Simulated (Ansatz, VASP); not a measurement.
**Ru: VASP beside Ansatz**

Contents of INCAR:

```
ALGO     = Normal         # electronic algorithm
EDIFF    = 1E-7           # SCF threshold, eV
ENCUT    = 520            # plane-wave cutoff, eV
GGA      = PE             # functional
ISIF     = 2              # what is computed and relaxed
ISMEAR   = -1             # smearing method
LASPH    = True           # aspherical terms in the spheres
LCHARG   = False          # write CHGCAR
LREAL    = False          # projectors in reciprocal space
LWAVE    = False          # write WAVECAR
NBANDS   = 21             # bands
NELM     = 80             # most SCF steps
PREC     = Accurate       # precision mode
SIGMA    = 0.03           # smearing width, eV
```

File KPOINTS:

```
k-points
0
Gamma
  14 14 8
```

Contents of POSCAR:

```
Ru
1.0
    2.7057993342      0.0000000000      0.0000000000
   -1.3528996671      2.3432909610      0.0000000000
    0.0000000000      0.0000000000      4.2819000000
Ru
2
Direct
    0.3333333333      0.6666666667      0.2500000000
    0.6666666667      0.3333333333      0.7967082370
```

Input for Ansatz:

```yaml
crystal:
  lattice:
    - [2.7057993342, 0.0, 0.0]
    - [-1.3528996671, 2.343290961, 0.0]
    - [0.0, 0.0, 4.2819]
  atoms:
    - { symbol: Ru, position: [0.3333333333, 0.6666666667, 0.25] }
    - { symbol: Ru, position: [0.6666666667, 0.3333333333, 0.796708237] }
kpoints:
  mp_grid: { grid: [14, 14, 8] }
scf:
  occupations: { method: fermi_dirac, width: 0.03 }
hamiltonian:
  xc: pbe
  pseudopotentials: { kind: all_electron, lapw: { basis_error: 0.001 } }
output:
  forces: true
  stress: true
  eigenvalues: true
```

Alike in both runs: task single point; functional PBE; k mesh 14 × 14 × 8; occupations fermi-dirac, width 0.03 eV; no spin polarisation.

|  | VASP | Ansatz |
| --- | --- | --- |
| version | VASP 6.6.1 | Ansatz 0.2.0 |
| potentials or method | VASP PAW PBE potentials, release 64 (Ru_pv) | all-electron LAPW, scalar-relativistic |
| plane-wave cutoff (eV) | 520 | see its input |

```csv
,VASP,Ansatz,Ansatz less VASP
pressure (GPa),12.1,11.9,-0.18
largest component of the traceless stress (GPa),6.67,6.53,-0.142
rms of the force components (eV/Å),1.655,1.633,-0.0227
```

Atom by atom the forces differ by 0.023 eV/Å (rms over components). Ansatz ran all-electron here, so the differences hold the error of VASP's frozen core and of both bases.

Caveats: forces of over 1 eV/Å show positions far from the minimum, so gaps and moduli don't describe the material at rest.
